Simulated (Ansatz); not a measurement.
## Property card for BaS

The calculation used DFT r2SCAN, scalar-relativistic, plane waves, PAW (Ansatz).

Settings: cutoff 500 eV, Γ-centred mesh 6×6×6 on the computed 2-atom cell, Gaussian smearing of 0.02 eV; no spin polarisation.

The structure is relaxed at this level of theory with its symmetry kept.

Space group Fm-3m (No. 225). a = 6.425 Å, b = 6.425 Å, c = 6.425 Å, α = 90.00°, β = 90.00°, γ = 90.00°
```
atom site symmetry x y z
  Ba    4a m-3m  0.0000  0.0000  0.0000
   S    4b m-3m  0.5000  0.0000  0.0000
```

| Quantity | Value |
| --- | --- |
| Space group | Fm-3m (No. 225) |
| Volume per atom | 33.16 Å³ |
| Formation energy from the elements' standard states (uncorrected) | -2.428 eV/atom |
| Generalised Kohn–Sham band gap | 2.58 eV, indirect from Γ to X |
| Löwdin character of the top 1 eV of the valence band | S 3p 92 %, unprojected 5 % |
| Electron masses at the edge by Cartesian direction of the standard setting (m_e; degenerate bands sorted by energy; no spin-orbit coupling) | x: 1.3; y: 0.34; z: 0.34 |
| Hole masses at the edge by Cartesian direction of the standard setting (m_e; degenerate bands sorted by energy; no spin-orbit coupling) | x: 2.8, 2.8, 0.24; y: 2.8, 2.8, 0.24; z: 2.8, 2.8, 0.24 |
| Bulk modulus | 45 GPa |
| Its pressure derivative | 4.4 |
| Bader charges (e) | Ba (1 in the cell) 1.47, S (1 in the cell) -1.47 |

Spin-orbit coupling is left out, which matters for the bands of heavy elements.